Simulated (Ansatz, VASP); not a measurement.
# Ir in VASP and in Ansatz

```
Ir
1.0
     0.00000    1.93806    1.93806
     1.93806    0.00000    1.93806
     1.93806    1.93806    0.00000
Ir
1
Cartesian
  0.0000 0.0000 0.0000
```

Alike in both runs: functional PBE; k mesh 8 × 8 × 8; occupations gaussian, width 0.1 eV; no spin polarisation.

Ansatz relaxed the structure, and its values are those at the end. VASP's run is a single point on that final structure, the one shown.

|  | VASP | Ansatz |
| --- | --- | --- |
| version | VASP 6.6.1 | Ansatz 0.2.0 |
| potentials or method | VASP PAW PBE potentials, release 64 (Ir) | scalar-relativistic, plane waves, PAW |
| plane-wave cutoff (eV) | 520 | 420 |
| valence electrons in the cell | 9 | 17 |

|  | VASP | Ansatz | Ansatz less VASP |
| --- | --- | --- | --- |
| gap on the k mesh at the Fermi level (eV) | none | none | - |
| pressure (GPa) | 0.3 | -0.1 | -0.47 |

A gap of «none» marks a metal or a gap that the smearing closes. With one functional, cell and mesh, what is left measures potentials, basis and numerics. The two sets of potentials don't hold the same shells in valence.

Spin-orbit coupling is left out, which matters for the levels of Ir.
